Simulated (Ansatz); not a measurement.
# HfC (Pmm2) in Ansatz: notebook

Runs on HfC. Level: PBE. Tasks: density of states, electric field gradients.

All numbers are computed with Ansatz 0.2.0; they aren't measurements. Logs are shortened: lines on timing, memory, paths and dates and some standing lists are left out, and cuts for length are marked.

## (1) The structure

It takes space group Pmm2 (No. 25, orthorhombic). The conventional cell has a = 2.439 Å, b = 4.695 Å, c = 2.562 Å, α = 90.00°, β = 90.00°, γ = 90.00°. Around Hf (site symmetry mm2) lie 2 C at 2.43 Å and 4 Hf at 2.44 to 2.56 Å. C (site symmetry mm2) is surrounded by 2 Hf at 2.43 Å and 4 C at 2.44 to 2.56 Å.

The cell was built by a generator and needn't be a form met in nature.

## (2) Density of states, PBE

Contents of input.yaml:

```yaml
crystal:
  lattice:
    - [2.43942588, 0.0, 0.0]
    - [0.0, 4.69499661, 0.0]
    - [0.0, 0.0, 2.56227473]
  atoms:
    - { symbol: Hf, position: [0.0, 0.0, 0.0] }
    - { symbol: C, position: [0.0, 0.5, 0.75] }
kpoints:
  mp_grid: { grid: [11, 6, 10] }
scf:
  occupations: { method: fermi_dirac, width: 0.05 }
hamiltonian:
  xc: pbe
  pseudopotentials: { kind: all_electron, datasets: crystal }
output:
  forces: true
  stress: true
  eigenvalues: true
  dos: { projected: false, de: 0.2, e_range: [-14, 6] }
```

Potentials or basis: all-electron PAW datasets made for the crystal.

Command:

```
ansatz run input.yaml --threads 1 --pin off --max-ram 3072MiB --backend cpu --events-out ev --progress --plain --runs-dir out
```

The program printed:

```text
Warning: RAYON_NUM_THREADS=1 ignored (pool sized by the plan → 1); use --threads N
hamiltonian.pseudopotentials.datasets: crystal makes datasets for this crystal and solves the spheres of its atoms anew in each pass: cutoff 440.0 eV, the density's 1760.0 eV; for an error of 0.50 meV an atom under PBE, 1.0 meV for the cell; an energy difference from a run of another recipe may be off by several times the error for the cell, under r2SCAN by more, where some 0.1 meV an atom stays at smaller errors; C in spheres of 1.212 Å, 4 of its electrons in bands; Hf in spheres of 1.217 Å, 26 of its electrons in bands
Engine: ansatz 0.2.0, x86_64-unknown-linux-gnu
Pseudopotentials: kind: all_electron
Pseudopotential: Hf, paw, valence charge 26, recommended cutoff 440 eV (normal), crystal/all_electron/pbe/scalar/gaussian/Hf, Koelling and Harmon's equation, gaussian nucleus
Pseudopotential: C, paw, valence charge 4, recommended cutoff 440 eV (normal), crystal/all_electron/pbe/scalar/gaussian/C, Koelling and Harmon's equation, gaussian nucleus
Functional definition: PBE
  parameter kappa = 0.804
  parameter beta = 0.06672455060314922
  exchange = pbe_x(kappa = kappa, mu = beta*pi^2/3)
  correlation = pbe_c(beta = beta)
Crystal: 2 atoms, lattice volume = 29.346 Å³
Basis set: ecut = 440 eV, 617 PW (Γ), exchange–correlation on 36×72×36 points (8 copies of the dense FFT grid, shifted against one another)
Bands: 19, of which v1, the nominal top of the filled ones, is band 15 counted from 1 (14 counted from 0)
Symmetry: 4 space group operations
Space group: Pmm2 (ITA 25), of the structure as read, at distance tolerance 3.1e-5 Å
k-points: 144 of 660 (time reversal used)
Non-local potential: Hf, projectors of the file, l = 0: 2, l = 1: 2, l = 2: 1, l = 3: 2
Non-local potential: C, projectors of the file, l = 0: 1, l = 1: 2
PAW form: soft (Blöchl's): semilocal exchange-correlation on the pseudo side does not see the compensation charge
PAW one-centre angular grid: Hf, 590 points (default); XC on its mesh's 1783 points in the sphere
PAW one-centre angular grid: C, 110 points (default); XC on its mesh's 2033 points in the sphere
Initial density: superposition of atomic densities (neutral atoms: chi_scale 0, normalization atom)
Initial wavefunctions: pseudopotential atomic-orbital guess
Functional: x = pbe(κ = 0.804, μ = 0.2195149727645171), c = pbe(β = 0.06672455060314922)
iter 1 solved again at ethr=4.17e-3 eV; its pass at ethr=1.00e-1 eV (dr2=1.25e0 eV) is discarded
SCF iter   1: F=—  HF=-411282.228193 eV  |F-HF|=—  |Δ(HF+E_count)|=         —  Δρ=6.00e-2  dr2=1.27e0  ethr=4.17e-3  ⟨swp⟩=2.1  Hψ=12895  notcnv=0
preconditioner: auto → none  [metal: Δε(μ)=0.012 eV  Ē_g=16.266 eV  σ=0.050 eV  W_gap=0.06  n_scr=8 (ndim 8)  ℏωp=36.3 eV  f_vac=0.000  D(μ)=1.73/eV (n_scr^D=16)  sad-step TF]
SCF iter   2: F=—  HF=-411282.087361 eV  |F-HF|=—  |Δ(HF+E_count)|=   1.41e-1  Δρ=3.69e-2  dr2=3.41e-1  ethr=4.17e-3  ⟨swp⟩=2.0  Hψ=5479  notcnv=0  defer=2
SCF iter   3: F=—  HF=-411282.262717 eV  |F-HF|=—  |Δ(HF+E_count)|=   1.75e-1  Δρ=4.67e-2  dr2=1.97e0  ethr=1.14e-3  ⟨swp⟩=4.2  Hψ=7126  notcnv=0  defer=15  recentre
SCF iter   4: F=—  HF=-411282.039787 eV  |F-HF|=—  |Δ(HF+E_count)|=   2.23e-1  Δρ=1.50e-2  dr2=1.69e-1  ethr=1.14e-3  ⟨swp⟩=4.1  Hψ=6854  notcnv=0  defer=16
iter 5 solved again at ethr=1.96e-6 eV; its pass at ethr=5.62e-4 eV (dr2=5.89e-4 eV) is discarded
SCF iter   5: F=—  HF=-411282.025481 eV  |F-HF|=—  |Δ(HF+E_count)|=   1.43e-2  Δρ=1.84e-3  dr2=5.29e-4  ethr=1.96e-6  ⟨swp⟩=3.5  Hψ=12767  notcnv=0  defer=5
eigensolver tolerance schedule: the retry pair's looser diagonalisation over-reported the residual by 0.11 of it (diagonalisation noise at 0.11 of the residual, at the tolerance the schedule requests for it); recorded, not acted on — ethr = c·dr2/N_el stays at c = 1.0e-1
SCF iter   6: F=—  HF=-411282.025840 eV  |F-HF|=—  |Δ(HF+E_count)|=   3.60e-4  Δρ=9.38e-4  dr2=1.28e-4  ethr=1.76e-6  ⟨swp⟩=2.3  Hψ=5015  notcnv=0  defer=2
SCF iter   7: F=—  HF=-411282.025985 eV  |F-HF|=—  |Δ(HF+E_count)|=   1.45e-4  Δρ=9.94e-5  dr2=1.79e-6  ethr=4.26e-7  ⟨swp⟩=3.0  Hψ=6128  notcnv=0  defer=1
SCF iter   8: F=—  HF=-411282.025910 eV  |F-HF|=—  |Δ(HF+E_count)|=   7.53e-5  Δρ=6.82e-5  dr2=9.81e-7  ethr=5.95e-9  ⟨swp⟩=3.4  Hψ=7225  notcnv=0
SCF iter   9: F=—  HF=-411282.025908 eV  |F-HF|=—  |Δ(HF+E_count)|=   1.52e-6  Δρ=1.38e-5  dr2=3.90e-8  ethr=3.27e-9  ⟨swp⟩=3.0  Hψ=6867  notcnv=0
SCF iter  10: F=-411282.025908 eV  HF=-411282.025908 eV  |F-HF|=1.22e-8  |Δ(HF+E_count)|=   2.46e-8  Δρ=5.90e-6  dr2=9.04e-9  ethr=1.30e-10  ⟨swp⟩=3.0  Hψ=6765  notcnv=0
SCF 1 converged in 10 iterations: F = -411282.025908 eV  dr2 = 9.04e-9
  Residual-converged pass: ⟨swp⟩=3.3  Hψ=4041  notcnv=0  max |occ|·‖R‖ = 5.2e-6 eV (tolerance 5.3e-6 eV)  dr2=9.01e-9  dr2_onsite=1.95e-8  max |Δocc| = 8.1e-11
SCF converged after 10 iterations
Free energy (F): -411282.025908 eV
Harris-Foulkes:  -411282.025908 eV  (|F-HF|=1.22e-8)
Internal energy: -411282.012612 eV  (E = F + TS)
E sigma→0 (E₀):  -411282.019260 eV
Entropy (-TS):   -0.013297 eV (-6.648 meV/atom)
Past the cutoff: the bands carry plane waves up to 1.75 times it, of which those up to 1.5 times it add -0.000371 eV an atom, each by itself; the spheres take 0.000111 eV an atom off the energy for waves past 1.75 times it
By the cutoff:   a pressure is off by up to 0.005 GPa (1.2 times the spheres' own share and the shells' term, over an atom's volume, and 0.004 GPa: a bound that held against runs at twice the plane waves)
Past the cutoffs: a stress includes 0.0021 GPa for waves and charges beyond them, in addition to the slope of what the spheres take
In the spheres:  the bands' charges fall short by 4.0e-7 e at most (sound up to 1e-3)
Fermi energy:    16.955585 eV
--- Per-component energies (eV) ---
  E_band       = 18.217253
  E_kinetic    = 403.628411
  E_local      = -6410.209977  (includes V_loc(G=0)·N_el)
  E_nonlocal   = -1211.352158
  E_hartree    = 3096.486121
  E_xc         = -158.044149
  E_vxc        = -205.701766  (∫ρ·V_xc dr)
  E_paw        = -418309.033893  (= ΣΔE_a)
  E_vpaw       = -14491.471074  (= ΣTr[D̂ρ^β])
  E_ewald      = -4433.842378
  E_smearing   = -0.013297  (= −TS)
  E_closure    = 15740.355412  (closes the sum)
  Σ components = -411282.025908   (vs F -411282.025908, Δ=0.00e0)
  The terms above E_closure are by the made datasets' own strengths, without shells solved beside the bands.
--- Forces (eV/Å), atoms counted from 1 ---
  atom   1  Hf     0.00000000     0.00000000     0.11241181
  atom   2  C      0.00000000     0.00000000    -0.11240973
  max |Σ_I F_I| component: 2.08e-6 eV/Å
--- Stress (GPa, compression-positive) ---
       56.455234       0.000000       0.000000
        0.000000     -50.315007       0.000000
        0.000000       0.000000      28.178991
  P = ⅓ Tr σ = 11.4397 GPa (114.397 kbar)
--- Band table (eV; the first three rows and the last of 144) ---
  k-point 0: bands = ["-44.6177", "-13.3584", "-12.0480", "-11.5928", "5.1279", "5.6112", "5.6813", "5.7466", "5.7531", "5.8301", "5.8977", "5.9159", "12.5636", "14.3913", "14.5809", "20.0096", "21.3536", "21.9803"]
  k-point 1: bands = ["-44.5933", "-13.3249", "-12.3367", "-11.5698", "5.3040", "5.6153", "5.6678", "5.7568", "5.7645", "5.8263", "5.8963", "5.8989", "13.0070", "14.3778", "14.9931", "19.3197", "21.4129", "22.0493"]
  k-point 2: bands = ["-44.5291", "-13.2361", "-13.0475", "-11.5091", "5.6179", "5.6246", "5.7065", "5.7871", "5.7945", "5.8163", "5.9030", "5.9763", "13.8141", "14.2810", "16.1278", "18.0507", "20.8196", "21.5667"]
  k-point 143: bands = ["-43.9442", "-14.8168", "-14.0852", "-12.5269", "5.6289", "5.6890", "5.7162", "5.8055", "5.8264", "5.8636", "5.8947", "10.8604", "12.5546", "14.5788", "15.2405", "16.6846", "18.2469", "19.8516"]
```

Run time: 1.8 min. Hardware: 1 thread of Intel Xeon at 2.50GHz (Skylake/Cascade Lake), shared host; peak memory 0.93 GiB.

Results:

- Free energy: -411282.0259 eV
- Pressure: 11.4 GPa
- Largest force: 0.112 eV/Å
- Band gap on the k mesh: none (metal or under the smearing width)

Forces on the atoms (eV/Å):
```
Hf   0.000  0.000  0.112
C    0.000  0.000 -0.112
```

Stress tensor (GPa, compression positive):
```
 56.46   0.00   0.00
  0.00 -50.32   0.00
  0.00   0.00  28.18
```

Levels at points of the mesh, in eV from the Fermi level:
```csv
k point,band 11,band 12,band 13,band 14,band 15,band 16,band 17,band 18
"(0.00, 0.00, 0.00)",-11.06,-11.04,-4.39,-2.56,-2.37,3.05,4.40,5.02
"(0.00, 0.00, -0.50)",-11.02,-8.96,-4.18,-3.45,-1.64,2.47,4.77,5.26
"(0.00, -0.50, 0.00)",-11.05,-10.92,-6.18,-2.89,-2.25,3.33,3.97,5.98
"(0.00, -0.50, -0.50)",-11.02,-8.85,-4.21,-2.47,-1.51,0.99,2.85,4.92
```

States per cell in windows of 1 eV (zero at the Fermi level; states under -8 eV left out):
```csv
from (eV),total
-8.0,0.30
-7.0,0.15
-6.0,0.07
-5.0,0.38
-4.0,1.06
-3.0,1.54
-2.0,1.59
-1.0,1.48
0.0,0.87
1.0,1.46
2.0,1.27
3.0,1.59
4.0,0.93
5.0,1.08
```

Caveat: the program warned that the printed levels may be off, so bands, gaps and densities of states are rough.

## (3) Electric field gradients, PBE

input.yaml, as its differences from that of step 2:

```diff
@@ -19,2 +19,2 @@
   eigenvalues: true
-  dos: { projected: false, de: 0.2, e_range: [-14, 6] }
+  efg: {}
```

Potentials or basis: all-electron PAW datasets made for the crystal.

Command:

```
ansatz run input.yaml --threads 1 --pin off --max-ram 3072MiB --backend cpu --events-out ev --progress --plain --runs-dir out
```

The program printed:

```text
Warning: RAYON_NUM_THREADS=1 ignored (pool sized by the plan → 1); use --threads N
hamiltonian.pseudopotentials.datasets: crystal makes datasets for this crystal and solves the spheres of its atoms anew in each pass: cutoff 440.0 eV, the density's 1760.0 eV; for an error of 0.50 meV an atom under PBE, 1.0 meV for the cell; an energy difference from a run of another recipe may be off by several times the error for the cell, under r2SCAN by more, where some 0.1 meV an atom stays at smaller errors; C in spheres of 1.212 Å, 4 of its electrons in bands; Hf in spheres of 1.217 Å, 26 of its electrons in bands
Hf: output.efg is read without spin–orbit coupling, which moves field gradients at and beside such atoms by some per cent and up to a factor of two; PAW files take it under magnetization.noncollinear and magnetization.spin_orbit
[... 9 set-up lines as earlier in the session ...]
Crystal: 2 atoms, lattice volume = 29.346 Å³
Basis set: ecut = 440 eV, 617 PW (Γ), exchange–correlation on 36×72×36 points (8 copies of the dense FFT grid, shifted against one another)
Bands: 19, of which v1, the nominal top of the filled ones, is band 15 counted from 1 (14 counted from 0)
[... 2 set-up lines as earlier in the session ...]
k-points: 144 of 660 (time reversal used)
[... 1 set-up line as earlier in the session ...]
[... 43 lines left out ...]
  E_paw        = -418309.033893  (= ΣΔE_a)
  E_vpaw       = -14491.471074  (= ΣTr[D̂ρ^β])
  E_ewald      = -4433.842378
  E_smearing   = -0.013297  (= −TS)
  E_closure    = 15740.355412  (closes the sum)
  Σ components = -411282.025908   (vs F -411282.025908, Δ=0.00e0)
  The terms above E_closure are by the made datasets' own strengths, without shells solved beside the bands.
--- Forces (eV/Å), atoms counted from 1 ---
  atom   1  Hf     0.00000000     0.00000000     0.11241181
  atom   2  C      0.00000000     0.00000000    -0.11240973
  max |Σ_I F_I| component: 2.08e-6 eV/Å
--- Stress (GPa, compression-positive) ---
       56.455234       0.000000       0.000000
        0.000000     -50.315007       0.000000
        0.000000       0.000000      28.178991
  P = ⅓ Tr σ = 11.4397 GPa (114.397 kbar)
--- PAW observables at the nuclei: V_zz in 10²¹ V/m², potentials from the cell's mean, atoms counted from 1 ---
  atom   1  Hf V_zz =   -30.905882   η = 0.7687   by run symmetry: allowed
            electrostatic potential = -14180.922705 V   contact ρ = 7525329.083368 e/Å³
  atom   2  C  V_zz =    -5.836309   η = 0.1735   by run symmetry: allowed
            electrostatic potential = -422.234471 V   contact ρ = 874.993827 e/Å³
--- Band table (eV; the first three rows and the last of 144) ---
  k-point 0: bands = ["-44.6177", "-13.3584", "-12.0480", "-11.5928", "5.1279", "5.6112", "5.6813", "5.7466", "5.7531", "5.8301", "5.8977", "5.9159", "12.5636", "14.3913", "14.5809", "20.0096", "21.3536", "21.9803"]
  k-point 1: bands = ["-44.5933", "-13.3249", "-12.3367", "-11.5698", "5.3040", "5.6153", "5.6678", "5.7568", "5.7645", "5.8263", "5.8963", "5.8989", "13.0070", "14.3778", "14.9931", "19.3197", "21.4129", "22.0493"]
  k-point 2: bands = ["-44.5291", "-13.2361", "-13.0475", "-11.5091", "5.6179", "5.6246", "5.7065", "5.7871", "5.7945", "5.8163", "5.9030", "5.9763", "13.8141", "14.2810", "16.1278", "18.0507", "20.8196", "21.5667"]
  k-point 143: bands = ["-43.9442", "-14.8168", "-14.0852", "-12.5269", "5.6289", "5.6890", "5.7162", "5.8055", "5.8264", "5.8636", "5.8947", "10.8604", "12.5546", "14.5788", "15.2405", "16.6846", "18.2469", "19.8516"]
```

Run time: 1.8 min. Hardware: 1 thread of Intel Xeon at 2.50GHz (Skylake/Cascade Lake), shared host; peak memory 0.93 GiB.

Results:

```
Free energy            : -411282.0259 eV
Pressure               : 11.4 GPa
Largest force          : 0.112 eV/Å
Band gap on the k mesh : none (metal or under the smearing width)
```

Forces on the atoms (eV/Å):
```
Hf   0.000  0.000  0.112
C    0.000  0.000 -0.112
```

Levels at points of the mesh, in eV from the Fermi level:
| k point | band 13 | band 14 | band 15 | band 16 | band 17 | band 18 |
| --- | --- | --- | --- | --- | --- | --- |
| (0.00, 0.00, 0.00) | -4.39 | -2.56 | -2.37 | 3.05 | 4.40 | 5.02 |
| (0.00, 0.00, -0.50) | -4.18 | -3.45 | -1.64 | 2.47 | 4.77 | 5.26 |
| (0.00, -0.50, 0.00) | -6.18 | -2.89 | -2.25 | 3.33 | 3.97 | 5.98 |
| (0.00, -0.50, -0.50) | -4.21 | -2.47 | -1.51 | 0.99 | 2.85 | 4.92 |

Spin-orbit coupling is left out, which matters for the levels of Hf.
